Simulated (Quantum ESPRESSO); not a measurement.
V:

```xyz
1
Lattice="-1.5144 1.5144 1.5144 1.5144 -1.5144 1.5144 1.5144 1.5144 -1.5144" Properties=species:S:1:pos:R:3 pbc="T T T"
V     0.0000    0.0000    0.0000
```

| Quantity | Value |
| --- | --- |
| Program | Quantum ESPRESSO 7.5 |
| Task | phonon dispersion |
| Functional | LDA |
| Potentials or basis | JTH 2.0 LDA |
| Cutoff | 490 eV |
| Density cutoff | 2939 eV |
| k mesh | 12 × 12 × 12 |
| Occupations | cold, width 0.2 eV |
| Spin | collinear spin, ferromagnetic start |
| Starting moments | [2.0] μB |
| Form of the LDA correlation | PW92 |
| Mixing beta | 0.3 |
| Most SCF iterations | 120 |
| SCF threshold | 2e-10 Ry |
| q mesh | 2 × 2 × 2 |

The cell and the atoms were relaxed first, to 12.54 Å³/atom (a = 2.535 Å, b = 2.535 Å, c = 2.535 Å, α = 109.47°, β = 109.47°, γ = 109.47°), and the response was taken there.

What are the zero-point energy, and the vibrational entropy and heat capacity at 298.15 K?

Zero-point energy 37.9 meV/atom; entropy 3.24 k_B/atom (26.9 J/(K·mol of atoms)); Cv 2.76 k_B/atom, 92 % of the classical limit. These are harmonic values without the electrons' part.

Phonon frequencies at the corners of the path (cm⁻¹, interpolated; i marks imaginary ones):
```csv
point,frequencies
Γ,0 0 0
H,265 265 265
N,197 211 230
P,225 225 225
```

Harmonic thermodynamics per atom at this volume (zero-point energy 37.9 meV, Debye temperature from the second moment 384 K):
| T (K) | free energy (meV) | entropy (k_B) | heat capacity Cv (k_B) |
| --- | --- | --- | --- |
| 50 | 37.8 | 0.11 | 0.37 |
| 100 | 36.1 | 0.74 | 1.54 |
| 200 | 23.3 | 2.18 | 2.51 |
| 298.15 | 0.1 | 3.24 | 2.76 |
| 500 | -70.0 | 4.71 | 2.91 |
| 800 | -211.0 | 6.10 | 2.97 |

Phonon states per cell in windows of 20 cm⁻¹ (negative: imaginary):
| from (cm⁻¹) | total |
| --- | --- |
| 0 | 0.00 |
| 20 | 0.00 |
| 40 | 0.01 |
| 60 | 0.02 |
| 80 | 0.03 |
| 100 | 0.06 |
| 120 | 0.09 |
| 140 | 0.14 |
| 160 | 0.22 |
| 180 | 0.42 |
| 200 | 0.83 |
| 220 | 0.86 |
| 240 | 0.29 |
| 260 | 0.02 |

A q mesh this small can miss soft modes between its points.

Caveat: the cutoff is low for these files, which shifts pressure and relaxed volume; the q mesh is small, so phonon branches between its points and thermal values are rough.
